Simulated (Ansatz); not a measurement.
# Se: the cost of one run

Computed with Ansatz 0.2.0 (DFT PBE, scalar-relativistic, plane waves, PAW, unless a step's input says otherwise).

## (1) The starting structure

Symmetry: P2_12_12, No. 18, orthorhombic system. The conventional cell has a = 4.868 Å, b = 7.909 Å, c = 2.740 Å, α = 90.00°, β = 90.00°, γ = 90.00°. Around Se (site symmetry 1) lie 1 Se at 2.31 Å.

As a file:

```
CELL_PARAMETERS angstrom
4.86816 0.00000 0.00000
0.00000 7.90933 0.00000
0.00000 0.00000 2.74020
ATOMIC_POSITIONS crystal
Se 0.67408 0.40105 0.26384
Se 0.82592 0.90105 0.73616
Se 0.32592 0.59895 0.26384
Se 0.17408 0.09895 0.73616
```

This is candidate A: structure listed in a database for this formula (P2_12_12, No. 18).

(A quick probe on a coarse mesh, which set the mesh and smearing, is not shown.)

## (3) The relaxation (candidate A)

input.yaml reads:

```yaml
crystal:
  lattice:
    - [4.8681583976, 0.0, 0.0]
    - [0.0, 7.90932954, 0.0]
    - [0.0, 0.0, 2.7402019956]
  atoms:
    - { symbol: Se, position: [0.6740806, 0.40104581, 0.2638364] }
    - { symbol: Se, position: [0.8259194, 0.90104581, 0.7361636] }
    - { symbol: Se, position: [0.3259194, 0.59895419, 0.2638364] }
    - { symbol: Se, position: [0.1740806, 0.09895419, 0.7361636] }
basis:
  ecutwfc: 420
kpoints:
  mp_grid: { grid: [10, 6, 16] }
hamiltonian:
  xc: pbe
scf:
  occupations: { method: gaussian, width: 0.1 }
output:
  forces: true
  stress: true
  eigenvalues: true
relax:
  adjacent_minimum: "off"
  f_tol: 0.01
  max_steps: 80
  cell: { stress_tol: 0.05 }
```

What time and memory should one allow on 1 thread of an x86-64 CPU, shared host?

About 7.9 min, with a peak of 0.87 GiB.
